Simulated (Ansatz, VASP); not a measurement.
## KCl in VASP and in Ansatz

File INCAR:

```
ALGO = Normal ; EDIFF = 1E-6
ENCUT = 520 ; GGA = PE
ISIF = 2 ; ISMEAR = -1
LASPH = True ; LCHARG = False
LREAL = False ; LWAVE = False
NBANDS = 15 ; NELM = 60
PREC = Accurate ; SIGMA = 0.03
```

Contents of KPOINTS:

```
k-points
0
Gamma
  7 7 7
```

Contents of POSCAR:

```
KCl
1.0
    0.0000000000      3.1770019336      3.1770019336
    3.1770019336      0.0000000000      3.1770019336
    3.1770019336      3.1770019336      0.0000000000
K Cl
1 1
Direct
    0.0000000000      0.0000000000      0.0000000000
    0.5000000000      0.5000000000      0.5000000000
```

Input for Ansatz:

```yaml
crystal:
  lattice:
    - [0.0, 3.1770019336, 3.1770019336]
    - [3.1770019336, 0.0, 3.1770019336]
    - [3.1770019336, 3.1770019336, 0.0]
  atoms:
    - { symbol: K, position: [0.0, 0.0, 0.0] }
    - { symbol: Cl, position: [0.5, 0.5, 0.5] }
kpoints:
  mp_grid: { grid: [7, 7, 7] }
  band_path:
    path:
      - [0.0, 0.0, 0.0]
      - [0.5, 0.0, 0.5]
      - [0.625, 0.25, 0.625]
      - [0.375, 0.375, 0.75]
      - [0.0, 0.0, 0.0]
      - [0.5, 0.5, 0.5]
      - [0.5, 0.25, 0.75]
      - [0.5, 0.0, 0.5]
    npoints: 5
scf:
  occupations: { method: fermi_dirac, width: 0.03 }
hamiltonian:
  xc: pbe
  pseudopotentials: { kind: all_electron, lapw: { basis_error: 0.001 } }
output:
  forces: true
  stress: true
  eigenvalues: true
```

Change from the starting cell: volume scaled by 1.02.

Alike in both runs: task single point; functional PBE; k mesh 7 × 7 × 7; occupations fermi-dirac, width 0.03 eV; no spin polarisation.

|  | VASP | Ansatz |
| --- | --- | --- |
| version | VASP 6.6.1 | Ansatz 0.2.0 |
| potentials or method | VASP PAW PBE potentials, release 64 (K_sv, Cl) | all-electron LAPW, scalar-relativistic |
| plane-wave cutoff (eV) | 520 | see its input |

|  | VASP | Ansatz | Ansatz less VASP |
| --- | --- | --- | --- |
| gap on the k mesh at the Fermi level (eV) | 5.09 | 5.09 | +0.002 |
| pressure (GPa) | 0.2 | 0.2 | -0.02 |

Ansatz ran all-electron here, so the differences hold the error of VASP's frozen core and of both bases.

Caveats: an odd mesh through Γ misses points on the zone boundary, where band edges often lie.
